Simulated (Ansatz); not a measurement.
FeGe (rocksalt type), DFT, PBE, all-electron PAW with datasets made for the crystal, scalar-relativistic (Ansatz 0.2.0), on 1 thread of Arm Neoverse V1 (shared host).

Command: `ansatz run input.yaml --threads 1 --pin off --max-ram 3072MiB --backend cpu --events-out ev --progress --plain --runs-dir out`

```yaml
crystal:
  lattice:
    - [0.0, 1.8937904596, 1.8937904596]
    - [1.8937904596, 0.0, 1.8937904596]
    - [1.8937904596, 1.8937904596, 0.0]
  atoms:
    - { symbol: Fe, position: [0.0, 0.0, 0.0], spin: 2.5 }
    - { symbol: Ge, position: [0.5, 0.5, 0.5] }
magnetization:
  spin_polarized: true
kpoints:
  mp_grid: { grid: [14, 14, 14] }
scf:
  occupations: { method: fermi_dirac, width: 0.08 }
hamiltonian:
  xc: pbe
  pseudopotentials: { kind: all_electron, datasets: crystal }
output:
  forces: true
  stress: true
  eigenvalues: true
```

(1) How large is the problem that the program sets up?

(2) About how long does it take, and how much memory?

Results:

(1) 104 irreducible k-points, 531 plane waves at Γ, 25 bands.

(2) 57 s of wall time for 9 SCF iterations, with a peak of 1.1 GiB. Times on shared machines scatter by tens of per cent.
